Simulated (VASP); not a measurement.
Cl under changes of volume

One of the cells (22.486 Å³/atom); the others are scaled copies at fixed shape and fractional positions:

```
CELL_PARAMETERS angstrom
3.08961 -1.86700 0.00000
3.08961 1.86700 0.00000
0.00000 0.00000 7.79630
ATOMIC_POSITIONS crystal
Cl 0.36392 0.63608 0.38719
Cl 0.13608 0.86392 0.88719
Cl 0.63608 0.36392 0.61281
Cl 0.86392 0.13608 0.11281
```

```yaml
Program: VASP 6.6.1
Functional: LDA
Potentials_or_basis: VASP PAW LDA potentials, release 64 (Cl)
Cutoff: 520 eV
k_mesh: 6 × 6 × 4
Occupations: gaussian, width 0.02 eV
Spin: no spin polarisation
```

```csv
volume (Å³/atom),energy over the lowest point (meV/atom),pressure (GPa),gap on the mesh (eV),largest force (eV/Å)
21.586,5.61,2.0,2.10,0.373
22.036,?,?,?,?
22.486,0.00,-0.1,1.96,0.005
22.935,1.35,-1.0,1.90,0.171
23.385,5.10,-1.8,1.83,0.330
```

Question: What does the run at 22.036 Å³/atom give?

Answer: Energy over the lowest point 1.32 meV/atom; pressure 0.9 GPa; gap on the mesh 2.03 eV; largest force 0.179 eV/Å.

Worked out: A Birch-Murnaghan fit of order 2 (a polynomial in V^(-2/3)) to the other rows has its minimum at 22.48 Å³/atom with B0 = V·E''(V) = 48 GPa at fixed shape and positions, which overstates the stiffness. It gives 1.33 meV/atom at 22.036 Å³/atom, against the run's 1.32, and -dE/dV = 1.0 GPa, against 0.9. A straight line through the other rows of the gap, of slope -3.35 eV per unit of ln V, gives 2.03 eV, against the run's 2.03.

Energies are extrapolated to zero smearing.

A mesh can miss the band edges.
